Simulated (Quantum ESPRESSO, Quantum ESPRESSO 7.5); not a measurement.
# In2Se2, 1 layer, stepped through the share of short-range exact exchange

Aim: how the results for In2Se2, 1 layer change with the share of short-range exact exchange.

Calculated with Quantum ESPRESSO 7.5; plane-wave DFT, PBE, SG15 norm-conserving pseudopotentials (geometry by pw.x at PBE, GBRV ultrasoft).

### 1. Set-up

The cell holds 4 atoms: 2 Se and 2 In. Its edges and angles: a = 4.134 Å, b = 4.134 Å, c = 20.143 Å, α = 90.0°, β = 90.0°, γ = 120.0°. It derives from In2Se2. Vacuum lies along c.

Set-up: Cell and atoms are relaxed under PBE (GBRV files) and held. Screened hybrids with norm-conserving files, screening 0.106 per bohr, fixed occupations, a 9×9×1 mesh with exchange on 3×3×1 q points. Levels count from the potential in the middle of the vacuum.

Members 0.15, 0.2 and 0.25 took the same steps and show in the table alone.

### 2. Relaxing cell and ions of the reference

What the set-up leaves free in this member is relaxed.

ref.relax.in reads:

```
&control
  prefix = 'ref.relax'
  outdir = './out'
  pseudo_dir = './pseudo'
  nstep = 80
  forc_conv_thr = 0.0004
  calculation = 'vc-relax'
  etot_conv_thr = 1e-06
/
&system
  ibrav = 0
  nat = 4
  ntyp = 2
  ecutwfc = 50
  ecutrho = 250
  occupations = 'smearing'
  smearing = 'fd'
  degauss = 0.004
/
&electrons
  conv_thr = 1e-09
  mixing_beta = 0.4
  electron_maxstep = 120
  mixing_mode = 'plain'
/
&ions
/
&cell
  cell_dofree = '2Dxy'
  press_conv_thr = 0.3
/
ATOMIC_SPECIES
  Se  78.9710  se_pbe_v1.uspp.F.UPF
  In  114.8180  in_pbe_v1.4.uspp.F.UPF
CELL_PARAMETERS angstrom
  4.13400000000000 0.00000000000000 0.00000000000000
  -2.06700000000000 3.58014901924487 0.00000000000000
  0.00000000000000 0.00000000000000 20.14290946413444
ATOMIC_POSITIONS crystal
  Se  0.333333333300 0.666666666700 0.372339458376
  In  0.000000000000 0.000000000000 0.429503729214
  In  0.000000000000 0.000000000000 0.570496270786
  Se  0.333333333300 0.666666666700 0.627660541624
K_POINTS automatic
  6 6 1 0 0 0
```

Launch:

```bash
> OMP_NUM_THREADS=1 mpirun -n 16 pw.x -nk 2 -in ref.relax.in > ref.relax.out
```

Output:

```text
Program PWSCF v.7.5 starts
[citation notice left out]

     Parallel version (MPI & OpenMP), running on      16 processor cores
     Number of MPI processes:                16
     Threads/MPI process:                     1

     MPI processes distributed on     1 nodes
[...]
Current dimensions of program PWSCF are:
     Max number of different atomic species (ntypx) = 10
     Max number of k-points (npk) =  40000
     Max angular momentum in pseudopotentials (lmaxx) =  4
     Message from routine setup:
     using ibrav=0 with symmetry is DISCOURAGED, use correct ibrav instead

     K-points division:     npool     =       2
     R & G space division:  proc/nbgrp/npool/nimage =       8
     Subspace diagonalization in iterative solution of the eigenvalue problem:
     a serial algorithm will be used

     Parallelization info
     --------------------
     sticks:   dense  smooth     PW     G-vecs:    dense   smooth      PW
     Min         130     105     31                16790    12021    1866
     Max         132     106     33                16801    12038    1879
     Sum        1045     847    253               134363    96285   14949

     Using Slab Decomposition

     bravais-lattice index     =            0
     lattice parameter (alat)  =       7.8121  a.u.
     unit-cell volume          =    2011.8258 (a.u.)^3
     number of atoms/cell      =            4
     number of atomic types    =            2
     number of electrons       =        38.00
     number of Kohn-Sham states=           23
     kinetic-energy cutoff     =      50.0000  Ry
     charge density cutoff     =     250.0000  Ry
     scf convergence threshold =      1.0E-09
     mixing beta               =       0.4000
     number of iterations used =            8  plain     mixing
     energy convergence thresh.=      1.0E-06
     force convergence thresh. =      4.0E-04
     press convergence thresh. =      3.0E-01
     Exchange-correlation=  SLA  PW   PBX  PBC
                           (   1   4   3   4   0   0   0)
     nstep                     =           80

     celldm(1)=   7.812128  celldm(2)=   0.000000  celldm(3)=   0.000000
     celldm(4)=   0.000000  celldm(5)=   0.000000  celldm(6)=   0.000000

     crystal axes: (cart. coord. in units of alat)
               a(1) = (   1.000000   0.000000   0.000000 )
               a(2) = (  -0.500000   0.866025   0.000000 )
               a(3) = (   0.000000   0.000000   4.872499 )

     reciprocal axes: (cart. coord. in units 2 pi/alat)
               b(1) = (  1.000000  0.577350 -0.000000 )
               b(2) = (  0.000000  1.154701  0.000000 )
               b(3) = (  0.000000 -0.000000  0.205234 )

     PseudoPot. # 1 for Se read from file:
     ./pseudo/se_pbe_v1.uspp.F.UPF
     Pseudo is Ultrasoft + core correction, Zval =  6.0
     Generated by new atomic code, or converted to UPF format
     Using radial grid of  877 points,  6 beta functions with:
                l(1) =   0
                l(2) =   0
                l(3) =   1
                l(4) =   1
                l(5) =   2
                l(6) =   2
     Q(r) pseudized with  8 coefficients,  rinner =    1.300   1.300   1.300
                                                       1.300   1.300

     PseudoPot. # 2 for In read from file:
     ./pseudo/in_pbe_v1.4.uspp.F.UPF
     Pseudo is Ultrasoft + core correction, Zval = 13.0
     Generated by new atomic code, or converted to UPF format
     Using radial grid of  889 points,  6 beta functions with:
                l(1) =   0
                l(2) =   0
                l(3) =   1
                l(4) =   1
                l(5) =   2
                l(6) =   2
     Q(r) pseudized with  6 coefficients,  rinner =    1.400   1.400   1.400
                                                       1.400   1.400

     atomic species   valence    mass     pseudopotential
     Se                6.00    78.97100     Se( 1.00)
     In               13.00   114.81800     In( 1.00)

     12 Sym. Ops. (no inversion) found

   Cartesian axes

     site n.     atom                  positions (alat units)
         1        Se     tau(   1) = (  -0.0000000   0.5773503   1.8142235  )
         2        In     tau(   2) = (   0.0000000   0.0000000   2.0927563  )
         3        In     tau(   3) = (   0.0000000   0.0000000   2.7797423  )
         4        Se     tau(   4) = (  -0.0000000   0.5773503   3.0582751  )

     number of k points=     7  Fermi-Dirac smearing, width (Ry)=  0.0040
                       cart. coord. in units 2pi/alat
        k(    1) = (   0.0000000   0.0000000   0.0000000), wk =   0.0555556
        k(    2) = (   0.0000000   0.1924501   0.0000000), wk =   0.3333333
        k(    3) = (   0.0000000   0.3849002   0.0000000), wk =   0.3333333
        k(    4) = (   0.0000000  -0.5773503   0.0000000), wk =   0.1666667
        k(    5) = (   0.1666667   0.2886751   0.0000000), wk =   0.3333333
        k(    6) = (   0.1666667   0.4811252   0.0000000), wk =   0.6666667
        k(    7) = (   0.3333333   0.5773503   0.0000000), wk =   0.1111111

     Dense  grid:   134363 G-vectors     FFT dimensions: (  40,  40, 192)

     Smooth grid:    96285 G-vectors     FFT dimensions: (  36,  36, 180)

     Estimated max dynamical RAM per process >      45.28 MB

     Estimated total dynamical RAM >     691.61 MB

     Initial potential from superposition of free atoms

     starting charge      34.9999, renormalised to      38.0000

     negative rho (up, down):  4.821E-04 0.000E+00
     Starting wfcs are   26 randomized atomic wfcs

     total cpu time spent up to now is        0.9 secs

     per-process dynamical memory:    44.5 Mb

     Self-consistent Calculation

     iteration #  1     ecut=    50.00 Ry     beta= 0.40
     Davidson diagonalization with overlap
     ethr =  1.00E-02,  avg # of iterations =  3.0

     negative rho (up, down):  4.161E-04 0.000E+00

     total cpu time spent up to now is        1.7 secs

     total energy              =    -353.51304716 Ry
     estimated scf accuracy    <       3.86823697 Ry

     iteration #  2     ecut=    50.00 Ry     beta= 0.40
[...]
negative rho (up, down):  4.654E-04 0.000E+00

[...]
total energy              =    -354.30534627 Ry
     estimated scf accuracy    <       0.04495625 Ry

     iteration #  3     ecut=    50.00 Ry     beta= 0.40
[...]
negative rho (up, down):  5.144E-04 0.000E+00

[...]
total energy              =    -354.31126570 Ry
[...]
-2.068871149   3.583389944   0.000000000
   0.000000000   0.000000000  20.142909464

ATOMIC_POSITIONS (crystal)
Se               0.3333333333        0.6666666667        0.3702742827
In              -0.0000000000       -0.0000000000        0.4310967940
In               0.0000000000        0.0000000000        0.5689032060
Se               0.3333333333        0.6666666667        0.6297257173

[...]
NEW-OLD atomic charge density approx. for the potential
     New effective cutoffs (rho, wfc):  249.74   49.99

     negative rho (up, down):  5.971E-04 0.000E+00

     total cpu time spent up to now is       22.9 secs

     per-process dynamical memory:    52.8 Mb

[...]
!    total energy              =    -354.31578428 Ry
[...]
Total force =     0.010226     Total SCF correction =     0.000031
[...]
number of bfgs steps    =   3
[...]
new trust radius        =       0.0140942299 bohr
[...]
!    total energy              =    -354.31594796 Ry
[...]
Total force =     0.010418     Total SCF correction =     0.000033
[...]
number of bfgs steps    =   4
[...]
WARNING: bfgs curvature condition failed, Theta= 0.976
     new trust radius        =       0.0155036529 bohr
[...]
!    total energy              =    -354.31615429 Ry
[...]
Total force =     0.009937     Total SCF correction =     0.000016
[...]
number of bfgs steps    =   5
[...]
new trust radius        =       0.0232554793 bohr
[...]
!    total energy              =    -354.31646063 Ry
[...]
Total force =     0.008434     Total SCF correction =     0.000035
[...]
number of bfgs steps    =   6
[...]
new trust radius        =       0.0348832189 bohr
[...]
!    total energy              =    -354.31683398 Ry
[...]
Total force =     0.005463     Total SCF correction =     0.000027
[...]
number of bfgs steps    =   7
[...]
new trust radius        =       0.0523248284 bohr
[...]
!    total energy              =    -354.31710744 Ry
[...]
Total force =     0.002003     Total SCF correction =     0.000014
[...]
number of bfgs steps    =   8
[...]
new trust radius        =       0.0072776782 bohr
[...]
!    total energy              =    -354.31712924 Ry
[...]
Total force =     0.001937     Total SCF correction =     0.000007
[...]
number of bfgs steps    =   9
[...]
new trust radius        =       0.0080054460 bohr
[...]
!    total energy              =    -354.31715338 Ry
[...]
Total force =     0.002427     Total SCF correction =     0.000004
[...]
number of bfgs steps    =  10
[...]
new trust radius        =       0.0120081690 bohr
[...]
!    total energy              =    -354.31718261 Ry
[...]
Total force =     0.003034     Total SCF correction =     0.000012
[...]
number of bfgs steps    =  11
[...]
new trust radius        =       0.0084969350 bohr
[...]
!    total energy              =    -354.31720072 Ry
[...]
Total force =     0.002426     Total SCF correction =     0.000013
[...]
number of bfgs steps    =  12
[...]
new trust radius        =       0.0049907275 bohr
[...]
!    total energy              =    -354.31720910 Ry
[...]
Total force =     0.000892     Total SCF correction =     0.000016
[...]
number of bfgs steps    =  13
[...]
new trust radius        =       0.0012845360 bohr
[...]
Self-consistent Calculation

     iteration #  1     ecut=    50.00 Ry     beta= 0.40
     Davidson diagonalization with overlap
     ethr =  1.00E-06,  avg # of iterations =  2.0

     Threshold (ethr) on eigenvalues was too large:
     Diagonalizing with lowered threshold

     Davidson diagonalization with overlap
     ethr =  8.00E-09,  avg # of iterations =  4.0

     negative rho (up, down):  4.386E-04 0.000E+00

     total cpu time spent up to now is       96.7 secs

     total energy              =    -354.31720918 Ry
     estimated scf accuracy    <       0.00000266 Ry

[...]
iteration #  6     ecut=    50.00 Ry     beta= 0.40
[...]
negative rho (up, down):  4.392E-04 0.000E+00

[...]
End of self-consistent calculation

          k = 0.0000 0.0000 0.0000 ( 12019 PWs)   bands (ev):

   -15.3371 -15.1644 -15.1644 -15.0883 -15.0883 -15.0810 -15.0810 -14.9183
   -14.9183 -14.8856 -13.7663 -13.6452  -6.5558  -4.2985  -1.8756  -1.8756
    -1.8020  -1.8020  -1.3567   0.1065   1.3269   3.5862   3.5862

          k = 0.0000 0.1949 0.0000 ( 11971 PWs)   bands (ev):

   -15.3384 -15.2310 -15.1678 -15.1616 -15.0870 -15.0722 -15.0689 -14.9515
   -14.9202 -14.8318 -13.5273 -13.4183  -6.4575  -4.4897  -2.9898  -2.7413
    -2.1672  -2.0609  -1.2901   1.0190   2.0322   2.9164   3.8038

          k = 0.0000 0.3898 0.0000 ( 12005 PWs)   bands (ev):

   -15.3900 -15.2871 -15.2820 -15.1610 -15.0985 -15.0402 -15.0391 -14.9696
   -14.9236 -14.7844 -13.0246 -12.9413  -6.5323  -5.4598  -3.8759  -2.9758
    -2.6575  -2.5033  -1.6478   1.1605   1.1622   3.1751   3.4118

          k =-0.0000-0.5847 0.0000 ( 12040 PWs)   bands (ev):

   -15.4316 -15.3352 -15.2821 -15.1621 -15.1041 -15.0244 -15.0226 -14.9759
   -14.9249 -14.7662 -12.7419 -12.6759  -6.8138  -6.0438  -3.7385  -2.8708
    -2.8204  -2.6977  -2.2044   0.8827   0.9830   2.8788   3.1731

          k = 0.1688 0.2923 0.0000 ( 11997 PWs)   bands (ev):

   -15.3668 -15.2787 -15.2576 -15.1644 -15.0909 -15.0526 -15.0524 -14.9625
   -14.9251 -14.7948 -13.1566 -13.0662  -6.4353  -5.1033  -3.6212  -2.9377
    -2.9275  -2.7164  -1.4351   1.5548   1.9755   2.9302   3.7611

          k = 0.1688 0.4872 0.0000 ( 12019 PWs)   bands (ev):

   -15.4212 -15.3283 -15.2830 -15.1711 -15.0931 -15.0362 -15.0347 -14.9655
   -14.9312 -14.7686 -12.7457 -12.6795  -6.6768  -5.8405  -3.8395  -3.3952
    -3.3042  -2.6932  -2.0146   1.4478   1.4614   2.9621   3.5795

[...]
the Fermi energy is    -0.5399 ev

!    total energy              =    -354.31721024 Ry
     estimated scf accuracy    <          7.0E-12 Ry
     smearing contrib. (-TS)   =      -0.00000004 Ry
     internal energy E=F+TS    =    -354.31721020 Ry

     The total energy is F=E-TS. E is the sum of the following terms:
     one-electron contribution =   -1087.06616770 Ry
     hartree contribution      =     558.56667287 Ry
     xc contribution           =    -134.93053867 Ry
     ewald contribution        =     309.11282330 Ry

     convergence has been achieved in   6 iterations

     negative rho (up, down):  4.392E-04 0.000E+00

     Forces acting on atoms (cartesian axes, Ry/au):

     atom    1 type  1   force =     0.00000000    0.00000000   -0.00007588
     atom    2 type  2   force =     0.00000000    0.00000000    0.00007856
     atom    3 type  2   force =     0.00000000    0.00000000   -0.00007856
     atom    4 type  1   force =     0.00000000    0.00000000    0.00007588

     Total force =     0.000154     Total SCF correction =     0.000003

     Computing stress (Cartesian axis) and pressure

     negative rho (up, down):  4.392E-04 0.000E+00
          to
```

Elapsed: 2 min, on 16 MPI ranks of Arm Neoverse N1, shared host; peak memory 1.4 GiB; 31 min of CPU time.

Relaxation path:

```
step  energy less that of the first step (eV)  largest force (eV/Å)  volume (Å³)
   1                                   0.0000                0.5756       298.12
   2                                  -0.0221                0.4096       298.49
   3                                  -0.0358                0.2724       298.70
   4                                  -0.0423                0.1396       298.66
   5                                  -0.0446                0.1675       298.36
   6                                  -0.0474                0.1697       297.90
   7                                  -0.0515                0.1498       297.08
   8                                  -0.0566                0.0993       295.67
   9                                  -0.0603                0.0362       293.25
  10                                  -0.0606                0.0289       292.77
  11                                  -0.0610                0.0416       292.24
  12                                  -0.0614                0.0549       291.45
  13                                  -0.0616                0.0423       290.89
  14                                  -0.0617                0.0141       290.65
  15                                  -0.0617                0.0020       290.70
  16                                  -0.0617                0.0001       290.72
  17                                  -0.0612                0.0001       290.72
```

```
cell as run  before  after  change
      a (Å)   4.134  4.082  -1.2 %
      b (Å)   4.134  4.082  -1.2 %
```

The atoms that moved most (Å, along periodic axes as changes of fractional coordinates times the final cell, across vacuum about the mean position):

```
atom     dx     dy      dz  length
 Se1  0.000  0.000  -0.116   0.116
 Se4  0.000  0.000   0.116   0.116
 In2  0.000  0.000   0.008   0.008
 In3  0.000  0.000  -0.008   0.008
```

Final coordinates:

```xyz
4
Lattice="4.0824 0.0000 0.0000 -2.0412 3.5354 0.0000 0.0000 0.0000 20.1429" Properties=species:S:1:pos:R:3
Se    0.0000    2.3570    7.3845
In    0.0000    0.0000    8.6599
In    0.0000    0.0000   11.4830
Se    0.0000    2.3570   12.7584
```

 The last row is no step: it is a fresh SCF in the final cell with a new plane-wave basis, +1 meV from the row before.

This step gave:

```
free energy  : -4820.7307 eV
Fermi energy : -0.5409 eV
```

(Part 1 of 3 ends here.)

[Logs are printed without paths, hosts, clocks, repeated set-up lines and the standing remarks that a program may print on its own settings, such as how far it seeks lower states.]

[Hosts, paths, dates, database ids (printed as entryN), source tags and the programs' standing remarks are cut or masked in the printed files.]

[Maps of the electrostatic potential energy from Ansatz leave out the sawtooth potential of an applied field or a dipole correction, so their vacuum need not be flat; planar profiles and work functions include it.]
